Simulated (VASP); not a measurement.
A run of VASP 6.6.1:

File INCAR:

```
  ALGO = Fast
  DIPOL = 0.5 0.5 0.500
  EDIFF = 1E-6
  EDIFFG = -0.02
  ENCUT = 520
  GGA = PE
  IBRION = 2
  IDIPOL = 3
  ISIF = 2
  ISMEAR = 1
  LASPH = T
  LCHARG = F
  LDIPOL = T
  LREAL = F
  LWAVE = F
  NELM = 120
  NSW = 90
  PREC = Accurate
  SIGMA = 0.1
```

File KPOINTS:

```
k-points
0
Gamma
  14 14 1
```

File POSCAR:

```
Ru
1.0
    2.7193470000      0.0000000000      0.0000000000
   -1.3596735000      2.3550235400      0.0000000000
    0.0000000000      0.0000000000     32.2139342000
Ru
4
Selective dynamics
Direct
    0.3333330000      0.6666670000      0.3999726500  F F F
    0.6666670000      0.3333330000      0.4666575500  T T T
    0.3333330000      0.6666670000      0.5333424500  T T T
    0.6666670000      0.3333330000      0.6000273500  T T T
```

Potentials or basis: VASP PAW PBE potentials, release 64 (Ru_pv).

The run is started by

```sh
$ cat potpaw_PBE.64/Ru_pv/POTCAR > POTCAR
$ mpirun -np 1 vasp_std > vasp.out
```

Hardware: 1 thread of Intel(R) Xeon(R) Platinum 8259CL CPU @ 2.50GHz (Skylake/Cascade Lake) (shared host).

Problem. How long does it take, and how much memory?

Solution. It took 29 min on 1 thread of Intel(R) Xeon(R) Platinum 8259CL CPU @ 2.50GHz (Skylake/Cascade Lake) (shared host), peak memory 0.39 GiB. Counts: scf iterations 127, k points 24, ion steps 10.
